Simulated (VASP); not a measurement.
# PtS2 (P-3m1) in VASP: notebook

One crystal, PtS2, is run at these levels: PBE+D4; tasks: relaxation of cell and atoms.

All numbers are computed with VASP 6.6.1; they aren't measurements. Logs are shortened: lines on timing, memory, paths and dates and some standing lists are left out, and cuts for length are marked.

## Step 1: The structure

Symmetry: P-3m1, No. 164, trigonal system. The conventional cell has a = 3.543 Å, b = 3.543 Å, c = 5.039 Å, α = 90.00°, β = 90.00°, γ = 120.00°. Around Pt (site symmetry -3m) lie 6 S at 2.34 Å. Around S (site symmetry 3m) lie 3 Pt at 2.34 Å.

## Step 2: Relaxation of cell and atoms, PBE+D4

INCAR

```
SYSTEM = PtS2
PREC = Accurate
ENCUT = 520
EDIFF = 1E-7
ISMEAR = 0
SIGMA = 0.02
LREAL = .FALSE.
LASPH = .TRUE.
NELM = 60
ALGO = Fast
ISIF = 3
LWAVE = .FALSE.
LCHARG = .FALSE.
GGA = PE
IVDW = 13
IBRION = 2
NSW = 80
EDIFFG = -0.002
```

KPOINTS

```
Automatic mesh
0
G
  12 12 6
  0 0 0
```

POSCAR

```
PtS2
1.0
    3.5432000000      0.0000000000      0.0000000000
   -1.7716000000      3.0685012100      0.0000000000
    0.0000000000      0.0000000000      5.0388000000
Pt S
1 2
Direct
    0.0000000000      0.0000000000      0.0000000000
    0.3333333300      0.6666666700      0.2270000000
    0.6666666700      0.3333333300      0.7730000000
```

Potentials or basis: VASP PAW PBE potentials, release 64 (Pt, S).

Launch:

```
$ cat potpaw_PBE.64/Pt/POTCAR potpaw_PBE.64/S/POTCAR > POTCAR
$ mpirun -np 1 vasp_std > vasp.out
```

OUTCAR:

```text
SYSTEM = PtS2
   PREC = Accurate
   ENCUT = 520
   EDIFF = 1E-7
   ISMEAR = 0
   LREAL = .FALSE.
   LASPH = .TRUE.
   NELM = 60
   ISIF = 3
   GGA = PE
   IVDW = 13
   IBRION = 2
   NSW = 80
   EDIFFG = -0.002

 ion  position               nearest neighbor table
   1  0.000  0.000  0.000-   2 2.34   3 2.34   2 2.34   3 2.34   3 2.34   2 2.34
   2  0.333  0.667  0.227-   1 2.34   1 2.34   1 2.34
   3  0.667  0.333  0.773-   1 2.34   1 2.34   1 2.34

  LATTYP: Found a hexagonal cell.
 ALAT       =     3.5432000000
 C/A-ratio  =     1.4221043125

  Lattice vectors:

 A1 = (   3.5432000000,   0.0000000000,   0.0000000000)
 A2 = (  -1.7716000000,   3.0685012100,   0.0000000000)
 A3 = (   0.0000000000,   0.0000000000,   5.0388000000)

Analysis of symmetry for initial positions (statically):
=====================================================================
 Subroutine PRICEL returns:
 Original cell was already a primitive cell.

 Routine SETGRP: Setting up the symmetry group for a
 hexagonal supercell.

 Subroutine GETGRP returns: Found 12 space group operations
 (whereof 12 operations were pure point group operations)
 out of a pool of 24 trial point group operations.

The static configuration has the point symmetry D_3d.

Analysis of symmetry for dynamics (positions and initial velocities):
=====================================================================
 Subroutine PRICEL returns:
 Original cell was already a primitive cell.

 Routine SETGRP: Setting up the symmetry group for a
 hexagonal supercell.

 Subroutine GETGRP returns: Found 12 space group operations
 (whereof 12 operations were pure point group operations)
 out of a pool of 24 trial point group operations.

The dynamic configuration has the point symmetry D_3d.

 Subroutine INISYM returns: Found 12 space group operations
 (whereof 12 operations are pure point group operations),
 and found     1 'primitive' translations

----------------------------------------------------------------------------------------

                                     Primitive cell

  volume of cell :      54.7834

  direct lattice vectors                    reciprocal lattice vectors
     3.543200000  0.000000000  0.000000000     0.282230752  0.162946001  0.000000000
    -1.771600000  3.068501210  0.000000000     0.000000000  0.325892001  0.000000000
     0.000000000  0.000000000  5.038800000     0.000000000  0.000000000  0.198459951

  length of vectors
     3.543200000  3.543199999  5.038800000     0.325892001  0.325892001  0.198459951

  position of ions in fractional coordinates (direct lattice)
     0.000000000  0.000000000  0.000000000
     0.333333330  0.666666670  0.227000000
     0.666666670  0.333333330  0.773000000

  ion indices of the primitive-cell ions
   primitive index   ion index
                 1           1
                 2           2
                 3           3

----------------------------------------------------------------------------------------

 KPOINTS: Automatic mesh

Automatic generation of k-mesh.
 Grid dimensions read from file:
 generate k-points for:   12   12    6

 Generating k-lattice:

  Cartesian coordinates                     Fractional coordinates (reciprocal lattice)
     0.023519229  0.013578833  0.000000000     0.083333333  0.000000000  0.000000000
     0.000000000  0.027157667  0.000000000     0.000000000  0.083333333  0.000000000
     0.000000000  0.000000000  0.033076658     0.000000000  0.000000000  0.166666667

  Length of vectors
     0.027157667  0.027157667  0.033076658

  Shift w.r.t. Gamma in fractional coordinates (k-lattice)
     0.000000000  0.000000000  0.000000000

 Subroutine IBZKPT returns following result:
 ===========================================

 Found    100 irreducible k-points:

 Following reciprocal coordinates:
            Coordinates               Weight
  0.000000  0.000000  0.000000      1.000000
  0.083333  0.000000  0.000000      6.000000
  0.166667  0.000000  0.000000      6.000000
  0.250000  0.000000  0.000000      6.000000
  0.333333 -0.000000  0.000000      6.000000
  0.416667  0.000000  0.000000      6.000000
[... 16 lines left out ...]
  0.166667  0.000000  0.166667      6.000000
  0.000000  0.166667  0.166667      6.000000
 [... further k-points ...]
   k-points           NKPTS =    100   k-points in BZ     NKDIM =    100   number of bands    NBANDS=     15
   number of dos      NEDOS =    301   number of ions     NIONS =      3
   total plane-waves  NPLWV =  31360
   dimension x,y,z NGX =    28 NGY =   28 NGZ =   40
   dimension x,y,z NGXF=    56 NGYF=   56 NGZF=   80
   ions per type =               1   2
   NGX,Y,Z   is equivalent  to a cutoff of  13.14, 13.14, 13.20 a.u.
   NGXF,Y,Z  is equivalent  to a cutoff of  26.28, 26.28, 26.39 a.u.
 SYSTEM =  PtS2
   PREC   = accura    normal or accurate (medium, high low for compatibility)
   ISTART =      0    job   : 0-new  1-cont  2-samecut
   ICHARG =      2    charge: 1-file 2-atom 10-const
   ISPIN  =      1    spin polarized calculation?
   LNONCOLLINEAR =      F non collinear calculations
   LSORBIT =      F    spin-orbit coupling
   LASPH  =      T    aspherical Exc in radial PAW
   ENCUT  =  520.0 eV  38.22 Ry    6.18 a.u.   6.59  6.59  9.37*2*pi/ulx,y,z
   NELM   =     60;   NELMIN=  2; NELMDL= -5     # of ELM steps
   EDIFF  = 0.1E-06   stopping-criterion for ELM
   LREAL  =      F    real-space projection
   EDIFFG = -.2E-02   stopping-criterion for IOM
   NSW    =     80    number of steps for IOM
   IBRION =      2    ionic relax: 0-MD 1-quasi-New 2-CG
   NFREE  =      1    steps in history (QN), initial steepest desc. (CG)
   ISIF   =      3    stress and relaxation
   ISYM   =      2    0-nonsym 1-usesym 2-fastsym
   POTIM  = 0.5000    time-step for ionic-motion
   TEBEG  =    0.0;   TEEND  =   0.0 temperature during run
   PSTRESS=    0.0 pullay stress
   NELECT =      22.0000    total number of electrons
   NUPDOWN=      -1.0000    fix difference up-down
   EMIN   =  10.00;   EMAX   =-10.00  energy-range for DOS
   EFERMI =   0.00;   METHOD = LEGACY
   ISMEAR =     0;   SIGMA  =   0.02  broadening in eV -4-tet -1-fermi 0-gaus
   EFERMI_NEDOS =   21; number of points for ismear=-14 and -15
   IALGO  =     68    algorithm
   IMIX   =      4    mixing-type and parameters
     AMIX     =   0.40;   BMIX     =  1.00
     AMIX_MAG =   1.60;   BMIX_MAG =  1.00
  volume/ion in A,a.u.               =      18.26       123.23
  Fermi-wavevector in a.u.,A,eV,Ry     =   1.207812  2.282434 19.848315  1.458810
  Thomas-Fermi vector in A             =   2.343439
   LORBIT       =      0    0 simple, 1 ext, 2 COOP (PROOUT), +10 PAW based schemes
   GGA     = PE    functional components
   LHFCALC =     F    Hartree Fock is set to
   AEXX    =    0.0000 exact exchange contribution
   IVDW    =    13    specifies the selected vdW correction
   LEPSILON=     F    determine dielectric tensor
   LRPA    =     F    only Hartree local field effects (RPA)
 conjugate gradient relaxation of ions
 non-spin polarized calculation
 RMM-DIIS sequential band-by-band and
 Gauss-broadening in eV      SIGMA  =   0.02
  energy-cutoff  :      520.00
  volume of cell :       54.78
 maximum number of plane-waves:      1507
 NGX is ok and might be reduce to    28
   NGX = 13   NGY = 13   NGZ = 19

--------------------------------------- Ionic step        1  -------------------------------------------

 number of electron      22.0000001 magnetization

 Free energy of the ion-electron system (eV)
  ---------------------------------------------------
  ext. energy  EPLUGINS =         0.00000000
  ---------------------------------------------------
  free energy    TOTEN  =       -15.27134925 eV

  energy without entropy =      -15.27134925  energy(sigma->0) =      -15.27134925

------------------------ aborting loop because EDIFF is reached ----------------------------------------

  DFT-D4 for vdW energy calculation

  Edisp (eV):   -1.31075

  FORCE on cell =-STRESS in cart. coord.  units (eV):
  Direction    XX          YY          ZZ          XY          YZ          ZX
  --------------------------------------------------------------------------------------
  -------------------------------------------------------------------------------------
  Total       2.73214     2.73214     2.19243     0.00000     0.00000     0.00000
  in kB      79.90331    79.90331    64.11913     0.00000     0.00000     0.00000
  external pressure =       74.64 kB  Pullay stress =        0.00 kB
[... 100 lines left out ...]
  FREE ENERGIE OF THE ION-ELECTRON SYSTEM (eV)
  ---------------------------------------------------
  free  energy   TOTEN  =       -16.6632504453 eV

  energy  without entropy=      -16.6632504453  energy(sigma->0) =      -16.66325045

[... ionic steps 4 to 16 ...]

--------------------------------------- Ionic step       17  -------------------------------------------

 number of electron      21.9999997 magnetization

------------------------ aborting loop because EDIFF is reached ----------------------------------------

  DFT-D4 for vdW energy calculation

  Edisp (eV):   -1.38699
[... 71 lines left out ...]
  energy  without entropy=      -16.7121944989  energy(sigma->0) =      -16.71219450

--------------------------------------- Ionic step       19  -------------------------------------------

 number of electron      21.9999997 magnetization

 Free energy of the ion-electron system (eV)
  ---------------------------------------------------
  ext. energy  EPLUGINS =         0.00000000
  ---------------------------------------------------
  free energy    TOTEN  =       -15.32468240 eV

  energy without entropy =      -15.32468240  energy(sigma->0) =      -15.32468240

 E-fermi :   7.9730     XC(G=0): -11.0097

 val. band max:        7.8977227608   @ k =   0.0000   0.0000   0.0000
 cond. band min:       8.0524183941   @ k =   0.1667   0.1667   0.5000
 fundamental gap:      0.1546956333
 Fermi energy:         7.9730085755

 k-point     1 :       0.0000    0.0000    0.0000
  band No.  band energies     occupation
      1      -8.0351      2.00000
      2      -4.6614      2.00000
      3       0.2851      2.00000
      4       0.8203      2.00000
      5       0.8203      2.00000
      6       3.6563      2.00000
      7       3.6563      2.00000
      8       5.4077      2.00000
      9       6.3025      2.00000
     10       6.3025      2.00000
     11       7.8977      2.00000
     12       9.1052      0.00000
     13       9.1052      0.00000
     14      11.5715      0.00000
     15      12.9138      0.00000
[... 397 lines left out ...]
 k-point    24 :       0.0000    0.1667    0.1667
  band No.  band energies     occupation
      1      -7.5819      2.00000
      2      -5.1165      2.00000
      3       0.5453      2.00000
      4       1.0052      2.00000
      5       1.5912      2.00000
      6       2.9086      2.00000
      7       3.4681      2.00000
      8       4.6233      2.00000
      9       5.8538      2.00000
     10       6.3618      2.00000
     11       7.6614      2.00000
     12       8.7330      0.00000
     13       8.8980      0.00000
     14      12.7728      0.00000
     15      13.5652      0.00000

 [... further k-points ...]

------------------------ aborting loop because EDIFF is reached ----------------------------------------

  DFT-D4 for vdW energy calculation

  Edisp (eV):   -1.38751

  FORCE on cell =-STRESS in cart. coord.  units (eV):
  Direction    XX          YY          ZZ          XY          YZ          ZX
  --------------------------------------------------------------------------------------
  -------------------------------------------------------------------------------------
  Total       0.00398     0.00398     0.00221     0.00000     0.00000     0.00000
  in kB       0.12233     0.12233     0.06811     0.00000     0.00000     0.00000
  external pressure =        0.10 kB  Pullay stress =        0.00 kB
[... 18 lines left out ...]
  FREE ENERGIE OF THE ION-ELECTRON SYSTEM (eV)
  ---------------------------------------------------
  free  energy   TOTEN  =       -16.7121950719 eV

  energy  without entropy=      -16.7121950718  energy(sigma->0) =      -16.71219507

 reached required accuracy - stopping structural energy minimisation
```

It took 10 min on 1 thread of Intel Xeon Platinum 8375C at 2.90GHz (Ice Lake), shared host; peak memory 0.25 GiB.

Results:

- Free energy: -16.7122 eV
- Relaxed volume: 17.36 Å³/atom
- Relaxed cell: a = 3.579 Å, b = 3.579 Å, c = 4.696 Å, α = 90.00°, β = 90.00°, γ = 120.00°
- Space group after relaxing (to 0.05 Å): P-3m1 (No. 164)
- Energy gained by relaxing: 43.4 meV/atom
- Ionic steps: 19
- Pressure after relaxing: 0.0 GPa
- Band gap on the k mesh: 0.15 eV, indirect (least direct gap 0.93 eV)
- Dispersion energy per atom: -0.463 eV

The path:
```csv
step,energy change (eV),largest force (eV/Å),pressure (GPa),volume (Å³)
1,0.0000,1.2524,7.46,54.78
2,0.1420,0.9266,-11.48,61.81
3,-0.0811,0.3120,-1.11,57.25
4,-0.0812,0.3369,-0.89,57.18
5,-0.0944,0.2245,-0.63,56.68
6,-0.1016,0.0526,-0.21,55.94
7,-0.1056,0.0536,-0.16,55.58
8,-0.1163,0.0623,0.06,54.51
9,-0.1286,0.0907,0.83,52.33
10,-0.1258,0.1617,-1.93,52.76
11,-0.1297,0.0008,-0.16,52.48
12,-0.1297,0.0007,-0.18,52.48
13,-0.1299,0.0021,-0.19,52.39
14,-0.1300,0.0051,-0.23,52.21
15,-0.1296,0.0581,0.64,51.86
16,-0.1301,0.0119,0.00,52.11
17,-0.1301,0.0124,0.01,52.11
18,-0.1301,0.0032,0.01,52.09
19,-0.1301,0.0010,0.01,52.09
```

Final structure:
```
Pt S
1.0
     3.57910    0.00000    0.00000
    -1.78955    3.09959    0.00000
     0.00000    0.00000    4.69551
Pt S
1 2
Direct
  0.00000 0.00000 0.00000
  0.33333 0.66667 0.25700
  0.66667 0.33333 0.74300
```

Caveat: spin-orbit coupling is left out, which moves the levels of the heavy elements. PBE gaps usually lie below the measured ones, often by a third to a half.

## Step 3: Relaxation of cell and atoms, PBE+D4

This run uses another cell than the first one, of 17.36 Å³/atom, 0.951 times its volume.

INCAR is that of step 2.

KPOINTS is that of step 2.

POSCAR

```
PtS2                                    
1.0
    3.5791010880     -0.0000000000     -0.0000000000
   -1.7895505440      3.0995924642     -0.0000000000
    0.0000000000     -0.0000000000      4.6955120678
  Pt              S             
     1     2
Direct
     0.0000000000000000    0.0000000000000000    1.0000000000000000
     0.3333333300000021    0.6666666699999979    0.2570047707403081
     0.6666666699999979    0.3333333300000021    0.7429952292596920
```

Potentials or basis: VASP PAW PBE potentials, release 64 (Pt, S).

Launch:

```
$ cat potpaw_PBE.64/Pt/POTCAR potpaw_PBE.64/S/POTCAR > POTCAR
$ mpirun -np 1 vasp_std > vasp.out
```

It took 4.1 min on 1 thread of Intel Xeon Platinum 8375C at 2.90GHz (Ice Lake), shared host; peak memory 0.23 GiB.

It converged, with:

- Free energy: -16.7111 eV
- Relaxed volume: 17.35 Å³/atom
- Relaxed cell: a = 3.580 Å, b = 3.580 Å, c = 4.690 Å, α = 90.00°, β = 90.00°, γ = 120.00°
- Space group after relaxing (to 0.05 Å): P-3m1 (No. 164)
- Energy gained by relaxing: 0.0 meV/atom
- Ionic steps: 16
- Pressure after relaxing: 0.0 GPa
- Band gap on the k mesh: 0.14 eV, indirect (least direct gap 0.94 eV)
- Dispersion energy per atom: -0.463 eV

Final structure:
```
Pt S
1.0
     3.57975    0.00000    0.00000
    -1.78987    3.10015    0.00000
     0.00000    0.00000    4.68997
Pt S
1 2
Cartesian
  -1.7899 3.1002 4.6900
  0.0000 2.0668 1.2063
  1.7899 1.0334 3.4837
```

Levels at points of the mesh, in eV from the valence-band top:
```csv
k point,band 8,band 9,band 10,band 11,band 12,band 13,band 14,band 15
"(0.00, 0.00, 0.00)",-2.49,-1.60,-1.60,0.00,1.20,1.20,3.66,5.01
"(0.50, 0.00, 0.00)",-4.03,-3.60,-3.51,-2.96,0.77,2.27,5.23,6.27
"(0.00, 0.00, 0.50)",-3.27,-2.11,-2.11,-1.54,2.24,2.24,5.27,6.80
"(0.50, 0.00, 0.50)",-3.62,-3.25,-3.20,-1.58,0.80,1.64,4.87,5.04
```

Caveat: spin-orbit coupling is left out, which moves the levels of the heavy elements. A k mesh can miss the band edges.
